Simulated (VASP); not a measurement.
A run of VASP 6.6.1 is set up as follows.

File INCAR:

```
SYSTEM = Na
  PREC = Accurate
  ENCUT = 520
  EDIFF = 1E-6
  ISMEAR = -1
  SIGMA = 0.05
  LREAL = .False.
  LASPH = .True.
  NELM = 100
  ALGO = Fast
  ISIF = 2
  LWAVE = .False.
  LCHARG = .True.
  GGA = PE
  LELF = .True.
  LVHAR = .True.
  NBANDS = 14
```

KPOINTS

```
regular mesh
0
Gamma
  5 5 3
  0 0 0
```

The input POSCAR:

```
Na
1.0
    3.6887707041      0.0000000000      0.0000000000
   -1.8443853520      3.1945691385      0.0000000000
    0.0000000000      0.0000000000      6.2691940000
Na
2
Direct
    0.3333333333      0.6666666667      0.2500000000
    0.6666666667      0.3333333333      0.7500000000
```

Potentials or basis: VASP PAW PBE potentials, release 64 (Na_pv).

The run is started by

```bash
$ cat potpaw_PBE.64/Na_pv/POTCAR > POTCAR
$ mpirun -np 1 vasp_std > vasp.out
```

Question: Estimate the band gap on the k mesh.

Answer: None (metal or under the smearing width).

Question: Predict the pressure.

Answer: -0.1 GPa.

Stress tensor (GPa, compression positive):
```
 0.21  0.00  0.00
 0.00  0.21  0.00
 0.00  0.00 -0.61
```

Caveat: the k mesh is coarse (spacing up to 0.39 Å⁻¹), so the values aren't converged.
